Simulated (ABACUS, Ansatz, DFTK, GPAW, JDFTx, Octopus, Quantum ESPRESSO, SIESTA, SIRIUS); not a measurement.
One calculation of MoS2, 9 ways

```xyz
3
Lattice="3.1841 0.0000 0.0000 -1.5921 2.7575 0.0000 0.0000 0.0000 17.3346" Properties=species:S:1:pos:R:3 pbc="T T T"
Mo    0.0000    0.0000    0.0000
S     0.0000    1.8384   15.7833
S     0.0000    1.8384    1.5513
```

Measurements of this composition are mostly on another form, of space group No. 194.

The cell holds a layer with vacuum beside it, so values per volume hang on the cell's height.

Alike in all runs: task single point; functional PBEsol; k mesh 10 × 10 × 2; occupations fermi-dirac, width 0.05 eV; no spin polarisation; no spin-orbit coupling.

```json
{"program and potentials": "JDFTx, PseudoDojo-SR-PBEsol-0.4.1-standard with smoothed tails", "plane-wave cutoff (eV)": "1088", "notes": "-", "largest force (eV/Å)": "0.140"}
{"program and potentials": "ABACUS, PseudoDojo NC SR 0.4.1 PBEsol standard, plane waves", "plane-wave cutoff (eV)": "1102", "notes": "-", "largest force (eV/Å)": "0.143"}
{"program and potentials": "SIRIUS, all-electron FP-LAPW, apw+lo standard", "plane-wave cutoff (eV)": "-", "notes": "-", "largest force (eV/Å)": "0.149"}
{"program and potentials": "GPAW, PAW data sets generated for this functional", "plane-wave cutoff (eV)": "600", "notes": "-", "largest force (eV/Å)": "0.149"}
{"program and potentials": "DFTK, PseudoDojo SR PBEsol 0.4.1 standard (PBEsol)", "plane-wave cutoff (eV)": "1088", "notes": "-", "largest force (eV/Å)": "0.140"}
{"program and potentials": "Octopus, pseudodojo_pbesol (PseudoDojo 0.4, PBEsol)", "plane-wave cutoff (eV)": "-", "notes": "-", "largest force (eV/Å)": "0.133"}
{"program and potentials": "Quantum ESPRESSO, GBRV 1.5 PBEsol", "plane-wave cutoff (eV)": "612", "notes": "-", "largest force (eV/Å)": "0.165"}
{"program and potentials": "Ansatz, all-electron LAPW, scalar-relativistic", "plane-wave cutoff (eV)": "-", "notes": "-", "largest force (eV/Å)": "0.148"}
{"program and potentials": "SIESTA, files PseudoDojo sr-pbesol-0.4.1-standard, DZP (energy shift 0.003 Ry; two zetas on semicore shells)", "plane-wave cutoff (eV)": "-", "notes": "atomic basis", "largest force (eV/Å)": "0.241"}
```

Force on atom 2 (S), eV/Å:

| program and potentials | x | y | z |
| --- | --- | --- | --- |
| JDFTx, PseudoDojo-SR-PBEsol-0.4.1-standard with smoothed tails | 0.000 | 0.000 | 0.140 |
| ABACUS, PseudoDojo NC SR 0.4.1 PBEsol standard, plane waves | 0.000 | 0.000 | 0.143 |
| SIRIUS, all-electron FP-LAPW, apw+lo standard | 0.000 | 0.000 | 0.149 |
| GPAW, PAW data sets generated for this functional | 0.000 | 0.000 | 0.149 |
| DFTK, PseudoDojo SR PBEsol 0.4.1 standard (PBEsol) | 0.000 | 0.000 | 0.140 |
| Octopus, pseudodojo_pbesol (PseudoDojo 0.4, PBEsol) | 0.000 | 0.000 | 0.133 |
| Quantum ESPRESSO, GBRV 1.5 PBEsol | 0.000 | 0.000 | 0.165 |
| Ansatz, all-electron LAPW, scalar-relativistic | 0.000 | 0.000 | 0.148 |
| SIESTA, files PseudoDojo sr-pbesol-0.4.1-standard, DZP (energy shift 0.003 Ry; two zetas on semicore shells) | 0.000 | 0.000 | -0.241 |

Rows in atomic bases carry the error of their basis and grid, which can be large.

The functional is the same throughout but for its coding, so the spread measures potentials, basis and numerics; runs on potential files found faulty are left out.
